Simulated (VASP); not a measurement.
Here is a VASP 6.6.1 calculation.

Contents of INCAR:

```
  PREC = Accurate
  ENCUT = 600
  EDIFF = 1E-7
  ISMEAR = 0
  SIGMA = 0.03
  LREAL = F
  LASPH = T
  NELM = 80
  ALGO = Normal
  ISIF = 3
  LWAVE = F
  LCHARG = F
  GGA = PE
  IVDW = 12
  IBRION = 2
  NSW = 90
  EDIFFG = -0.005
```

File KPOINTS:

```
Automatic mesh
0
Gamma
  12 12 5
```

Contents of POSCAR:

```
Ge                                      
1.0
    4.0148307421     -0.0000000000      0.0000000000
   -2.0074153711      3.4769454146     -0.0000000000
    0.0000000000      0.0000000000      6.6285607775
  Ge            
     4
Direct
     0.6666666699999979    0.3333333300000021    0.0629896162264580
     0.3333333300000021    0.6666666699999979    0.5629896162264580
     0.6666666699999979    0.3333333300000021    0.4370103837735421
     0.3333333300000021    0.6666666699999979    0.9370103837735420
```

Potentials or basis: VASP PAW PBE potentials, release 64 (Ge_d).

Launch:

```console
$ cat potpaw_PBE.64/Ge_d/POTCAR > POTCAR
$ mpirun -np 1 vasp_std > vasp.out
```

(1) Predict the space group after relaxing (to 0.05 Å).

(2) Predict the relaxed cell.

## Answers

(1) P6_3/mmc (No. 194).

(2) a = 4.012 Å, b = 4.012 Å, c = 6.627 Å, α = 90.00°, β = 90.00°, γ = 120.00°.
